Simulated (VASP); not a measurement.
# NaH (F-43m) in VASP: settings compared

Aim: see how the results for NaH move with the level of theory and the settings. Levels: HSE06, PBE. Tasks: single point.

All numbers are computed with VASP 6.6.1; they aren't measurements. Logs are shortened: lines on timing, memory, paths and dates and some standing lists are left out, and cuts for length are marked.

### Step 1. The crystal as given

Symmetry: F-43m, No. 216, cubic system. Conventional cell: a = 5.194 Å, b = 5.194 Å, c = 5.194 Å, α = 90.00°, β = 90.00°, γ = 90.00°. Na (site symmetry -43m) has 4 H at 2.25 Å as nearest neighbours. H (site symmetry -43m) has 4 Na at 2.25 Å as nearest neighbours.

The cell was built by a generator and needn't be a form met in nature.

### Step 2. Single point, HSE06

POSCAR

```
NaH
1.0
    0.0000000000      2.5969210544      2.5969210544
    2.5969210544      0.0000000000      2.5969210544
    2.5969210544      2.5969210544      0.0000000000
Na H
1 1
Direct
    0.0000000000      0.0000000000      0.0000000000
    0.2500000000      0.2500000000      0.2500000000
```

INCAR.step1

```
SYSTEM = NaH
  PREC = Accurate
  ENCUT = 520
  EDIFF = 1E-5
  ISMEAR = 0
  SIGMA = 0.01
  LREAL = .False.
  LASPH = .True.
  NELM = 100
  ALGO = Normal
  ISIF = 2
  LWAVE = .True.
  GGA = PE
  NBANDS = 11
```

INCAR.step2

```
SYSTEM = NaH
  PREC = Accurate
  ENCUT = 520
  EDIFF = 1E-6
  ISMEAR = 0
  SIGMA = 0.01
  LREAL = .False.
  LASPH = .True.
  NELM = 100
  ALGO = Normal
  ISIF = 2
  LWAVE = .False.
  LCHARG = .True.
  GGA = PE
  LHFCALC = .True.
  HFSCREEN = 0.2079
  PRECFOCK = Normal
  LELF = .True.
  LVHAR = .True.
  ISTART = 1
  NBANDS = 11
```

KPOINTS

```
Automatic mesh
0
Gamma
  4 4 4
  0 0 0
```

Potentials or basis: VASP PAW PBE potentials, release 64 (Na_pv, H).

On the command line:

```sh
> cat potpaw_PBE.64/Na_pv/POTCAR potpaw_PBE.64/H/POTCAR > POTCAR
> cp INCAR.step1 INCAR
> mpirun -np 1 vasp_std > vasp.out
> cp INCAR.step2 INCAR
> mpirun -np 1 vasp_std > vasp.out
```

OUTCAR:

```text
SYSTEM = NaH
   PREC = Accurate
   ENCUT = 520
   EDIFF = 1E-6
   ISMEAR = 0
   LREAL = .False.
   LASPH = .True.
   NELM = 100
   ISIF = 2
   GGA = PE
   LHFCALC = .True.
   HFSCREEN = 0.2079
   PRECFOCK = Normal
   ISTART = 1

 ion  position               nearest neighbor table
   1  0.000  0.000  0.000-
   2  0.250  0.250  0.250-

  LATTYP: Found a face centered cubic cell.
 ALAT       =     5.1938421088

  Lattice vectors:

 A1 = (   0.0000000000,   2.5969210544,   2.5969210544)
 A2 = (   2.5969210544,   0.0000000000,   2.5969210544)
 A3 = (   2.5969210544,   2.5969210544,   0.0000000000)

Analysis of symmetry for initial positions (statically):
=====================================================================
 Subroutine PRICEL returns:
 Original cell was already a primitive cell.

 Routine SETGRP: Setting up the symmetry group for a
 face centered cubic supercell.

 Subroutine GETGRP returns: Found 24 space group operations
 (whereof 24 operations were pure point group operations)
 out of a pool of 48 trial point group operations.

The static configuration has the point symmetry T_d .

Analysis of symmetry for dynamics (positions and initial velocities):
=====================================================================
 Subroutine PRICEL returns:
 Original cell was already a primitive cell.

 Routine SETGRP: Setting up the symmetry group for a
 face centered cubic supercell.

 Subroutine GETGRP returns: Found 24 space group operations
 (whereof 24 operations were pure point group operations)
 out of a pool of 48 trial point group operations.

The dynamic configuration has the point symmetry T_d .

 Subroutine INISYM returns: Found 24 space group operations
 (whereof 24 operations are pure point group operations),
 and found     1 'primitive' translations

----------------------------------------------------------------------------------------

                                     Primitive cell

  volume of cell :      35.0273

  direct lattice vectors                    reciprocal lattice vectors
     0.000000000  2.596921054  2.596921054    -0.192535695  0.192535695  0.192535695
     2.596921054  0.000000000  2.596921054     0.192535695 -0.192535695  0.192535695
     2.596921054  2.596921054  0.000000000     0.192535695  0.192535695 -0.192535695

  length of vectors
     3.672600976  3.672600976  3.672600976     0.333481606  0.333481606  0.333481606

  position of ions in fractional coordinates (direct lattice)
     0.000000000  0.000000000  0.000000000
     0.250000000  0.250000000  0.250000000

  ion indices of the primitive-cell ions
   primitive index   ion index
                 1           1
                 2           2

----------------------------------------------------------------------------------------

 KPOINTS: Automatic mesh

Automatic generation of k-mesh.
 Grid dimensions read from file:
 generate k-points for:    4    4    4

 Generating k-lattice:

  Cartesian coordinates                     Fractional coordinates (reciprocal lattice)
    -0.048133924  0.048133924  0.048133924     0.250000000  0.000000000  0.000000000
     0.048133924 -0.048133924  0.048133924     0.000000000  0.250000000  0.000000000
     0.048133924  0.048133924 -0.048133924     0.000000000  0.000000000  0.250000000

  Length of vectors
     0.083370401  0.083370401  0.083370401

  Shift w.r.t. Gamma in fractional coordinates (k-lattice)
     0.000000000  0.000000000  0.000000000

 Subroutine IBZKPT returns following result:
 ===========================================

 Found      8 irreducible k-points:

 Following reciprocal coordinates:
            Coordinates               Weight
  0.000000  0.000000  0.000000      1.000000
  0.250000  0.000000  0.000000      8.000000
  0.500000  0.000000  0.000000      4.000000
  0.250000  0.250000  0.000000      6.000000
  0.500000  0.250000  0.000000     24.000000
 -0.250000  0.250000  0.000000     12.000000
  0.500000  0.500000  0.000000      3.000000
 -0.250000  0.500000  0.250000      6.000000
   k-points           NKPTS =      8   k-points in BZ     NKDIM =     64   number of bands    NBANDS=     11
   number of dos      NEDOS =    301   number of ions     NIONS =      2
   total plane-waves  NPLWV =  21952
   dimension x,y,z NGX =    28 NGY =   28 NGZ =   28
   dimension x,y,z NGXF=    56 NGYF=   56 NGZF=   56
   ions per type =               1   1
   NGX,Y,Z   is equivalent  to a cutoff of  12.67, 12.67, 12.67 a.u.
   NGXF,Y,Z  is equivalent  to a cutoff of  25.35, 25.35, 25.35 a.u.
 SYSTEM =  NaH
   PREC   = accura    normal or accurate (medium, high low for compatibility)
   ISTART =      1    job   : 0-new  1-cont  2-samecut
   ICHARG =      0    charge: 1-file 2-atom 10-const
   ISPIN  =      1    spin polarized calculation?
   LNONCOLLINEAR =      F non collinear calculations
   LSORBIT =      F    spin-orbit coupling
   LASPH  =      T    aspherical Exc in radial PAW
   ENCUT  =  520.0 eV  38.22 Ry    6.18 a.u.   6.83  6.83  6.83*2*pi/ulx,y,z
   NELM   =    100;   NELMIN=  2; NELMDL=  0     # of ELM steps
   EDIFF  = 0.1E-05   stopping-criterion for ELM
   LREAL  =      F    real-space projection
   EDIFFG = 0.1E-04   stopping-criterion for IOM
   NSW    =      0    number of steps for IOM
   IBRION =     -1    ionic relax: 0-MD 1-quasi-New 2-CG
   NFREE  =      0    steps in history (QN), initial steepest desc. (CG)
   ISIF   =      2    stress and relaxation
   ISYM   =      3    0-nonsym 1-usesym 2-fastsym
   POTIM  = 0.5000    time-step for ionic-motion
   TEBEG  =    0.0;   TEEND  =   0.0 temperature during run
   PSTRESS=    0.0 pullay stress
   NELECT =       8.0000    total number of electrons
   NUPDOWN=      -1.0000    fix difference up-down
   EMIN   =  10.00;   EMAX   =-10.00  energy-range for DOS
   EFERMI =   0.00;   METHOD = LEGACY
   ISMEAR =     0;   SIGMA  =   0.01  broadening in eV -4-tet -1-fermi 0-gaus
   EFERMI_NEDOS =   21; number of points for ismear=-14 and -15
   IALGO  =     38    algorithm
   IMIX   =      1    mixing-type and parameters
     AMIX     =   0.40;   BMIX     =  1.00
     AMIX_MAG =   1.60;   BMIX_MAG =  1.00
  volume/ion in A,a.u.               =      17.51       118.19
  Fermi-wavevector in a.u.,A,eV,Ry     =   1.000697  1.891044 13.624809  1.001395
  Thomas-Fermi vector in A             =   2.133071
   LORBIT       =      0    0 simple, 1 ext, 2 COOP (PROOUT), +10 PAW based schemes
   GGA     = PE    functional components
   LHFCALC =     T    Hartree Fock is set to
   PRECFOCK=normal    Normal, Fast or Accurate (Low or Medium for compatibility)
   ENCUT4O =  -1.0   cutoff for four orbital integrals eV
   NKREDX  =     1    reduce k-point grid by
   NKREDY  =     1    reduce k-point grid by
   NKREDZ  =     1    reduce k-point grid by
   AEXX    =    0.2500 exact exchange contribution
   HFSCREEN=    0.2079 screening length (either q_TF or 0.3 A-1)
   HFSCREENC=   0.2079 screening length for correlation (either q_TF or 0.3 A-1)
   ENCUTFOCK=  -1.0 apply spherical cutoff to Coloumb kernel
   IVDW    =     0    specifies the selected vdW correction
   LEPSILON=     F    determine dielectric tensor
   LRPA    =     F    only Hartree local field effects (RPA)
 non-spin polarized calculation
 Gauss-broadening in eV      SIGMA  =   0.01
  energy-cutoff  :      520.00
  volume of cell :       35.03
 maximum number of plane-waves:       960
  NGX = 24; NGY = 24; NGZ = 24

 number of electron       8.0000009 magnetization

 Free energy of the ion-electron system (eV)
  ---------------------------------------------------
  ext. energy  EPLUGINS =         0.00000000
  ---------------------------------------------------
  free energy    TOTEN  =        -5.65381365 eV

  energy without entropy =       -5.65381365  energy(sigma->0) =       -5.65381365

 E-fermi :  -2.5604     XC(G=0):  -5.7984

 val. band max:       -2.6383080724   @ k =  -0.2500   0.5000   0.2500
 cond. band min:       1.9722415573   @ k =   0.5000   0.0000   0.0000
 fundamental gap:      4.6105496297
 Fermi energy:        -2.5603727887

 k-point     1 :       0.0000    0.0000    0.0000
  band No.  band energies     occupation
      1     -26.8960      2.00000
      2     -26.8960      2.00000
      3     -26.8960      2.00000
      4      -5.7032      2.00000
      5       6.8928      0.00000
      6      12.0882      0.00000
      7      12.0882      0.00000
      8      12.0882      0.00000
      9      14.7612      0.00000
     10      14.7612      0.00000
     11      14.7612      0.00000

 k-point     2 :       0.2500    0.0000    0.0000
  band No.  band energies     occupation
      1     -26.9184      2.00000
      2     -26.8988      2.00000
      3     -26.8988      2.00000
      4      -4.7891      2.00000
      5       4.4842      0.00000
      6      10.1908      0.00000
      7      11.4590      0.00000
      8      11.4590      0.00000
      9      14.4572      0.00000
     10      14.4572      0.00000
     11      15.4411      0.00000

 k-point     3 :       0.5000    0.0000    0.0000
  band No.  band energies     occupation
      1     -26.9404      2.00000
      2     -26.9016      2.00000
      3     -26.9016      2.00000
      4      -3.4041      2.00000
      5       1.9722      0.00000
      6       9.3785      0.00000
      7      11.3082      0.00000
      8      11.3082      0.00000
      9      12.9272      0.00000
     10      12.9272      0.00000
     11      14.3295      0.00000

 k-point     4 :       0.2500    0.2500    0.0000
  band No.  band energies     occupation
      1     -26.9183      2.00000
      2     -26.9034      2.00000
      3     -26.9034      2.00000
      4      -4.4946      2.00000
      5       4.7746      0.00000
      6       9.5236      0.00000
      7       9.5236      0.00000
      8       9.8155      0.00000
      9      12.6459      0.00000
     10      16.0736      0.00000
     11      19.0736      0.00000

 k-point     5 :       0.5000    0.2500    0.0000
  band No.  band energies     occupation
      1     -26.9333      2.00000
      2     -26.9128      2.00000
      3     -26.9062      2.00000
      4      -3.1334      2.00000
      5       3.0958      0.00000
      6       6.2671      0.00000
      7       9.2488      0.00000
      8       9.3579      0.00000
      9      14.9863      0.00000
     10      16.1985      0.00000
     11      16.8883      0.00000

 k-point     6 :      -0.2500    0.2500    0.0000
  band No.  band energies     occupation
      1     -26.9280      2.00000
      2     -26.9137      2.00000
      3     -26.9016      2.00000
      4      -3.5971      2.00000
      5       3.3613      0.00000
      6       6.4043      0.00000
      7      10.6398      0.00000
      8      10.7378      0.00000
      9      14.5146      0.00000
     10      15.0828      0.00000
     11      17.0587      0.00000

 k-point     7 :       0.5000    0.5000    0.0000
  band No.  band energies     occupation
      1     -26.9393      2.00000
      2     -26.9108      2.00000
      3     -26.9108      2.00000
      4      -2.7266      2.00000
      5       3.4641      0.00000
      6       5.9501      0.00000
      7       8.3632      0.00000
      8       8.3632      0.00000
      9      11.0616      0.00000
     10      19.9573      0.00000
     11      22.3620      0.00000

 k-point     8 :      -0.2500    0.5000    0.2500
  band No.  band energies     occupation
      1     -26.9282      2.00000
      2     -26.9217      2.00000
      3     -26.9111      2.00000
      4      -2.6383      2.00000
      5       4.3135      0.00000
      6       4.5400      0.00000
      7       5.8830      0.00000
      8      12.8828      0.00000
      9      14.0134      0.00000
     10      15.9034      0.00000
     11      16.8545      0.00000

------------------------ aborting loop because EDIFF is reached ----------------------------------------

  FORCE on cell =-STRESS in cart. coord.  units (eV):
  Direction    XX          YY          ZZ          XY          YZ          ZX
  --------------------------------------------------------------------------------------
  -------------------------------------------------------------------------------------
  Total        0.0114493      0.0114493      0.0114493     -0.0000000     -0.0000000      0.0000000
  in kB        0.5237019      0.5237019      0.5237019     -0.0000000     -0.0000000      0.0000000
  external PRESSURE =       0.5237019 kB  Pullay stress =       0.0000000 kB

 VOLUME and BASIS-vectors are now :
 -----------------------------------------------------------------------------
  energy-cutoff  :      520.00
  volume of cell :       35.03
      direct lattice vectors                 reciprocal lattice vectors
     0.000000000  2.596921054  2.596921054    -0.192535695  0.192535695  0.192535695
     2.596921054  0.000000000  2.596921054     0.192535695 -0.192535695  0.192535695
     2.596921054  2.596921054  0.000000000     0.192535695  0.192535695 -0.192535695

 POSITION                                       TOTAL-FORCE (eV/Angst)
 -----------------------------------------------------------------------------------
      0.00000      0.00000      0.00000        -0.000000      0.000000     -0.000000
      1.29846      1.29846      1.29846         0.000000     -0.000000      0.000000
 -----------------------------------------------------------------------------------
    total drift:                                0.000004      0.000001      0.000002

  FREE ENERGIE OF THE ION-ELECTRON SYSTEM (eV)
  ---------------------------------------------------
  free  energy   TOTEN  =        -5.6538136504 eV

  energy  without entropy=       -5.6538136504  energy(sigma->0) =       -5.65381365
```

It took 2 min on 1 thread of Intel Xeon Platinum 8259CL at 2.50GHz (Skylake/Cascade Lake), shared host; peak memory 0.25 GiB.

Results:

| Item | Value |
| --- | --- |
| Free energy | -5.6538 eV |
| Pressure | 0.1 GPa |
| Band gap on the k mesh | 4.61 eV, indirect (least direct gap 5.38 eV) |

Caveat: the k mesh is coarse (spacing up to 0.52 Å⁻¹), so the values aren't converged, least of all with exact exchange; the PAW data sets were made with another functional, which shifts forces and pressure a little. A k mesh can miss the band edges.

(Part 1 of 2 ends here.)
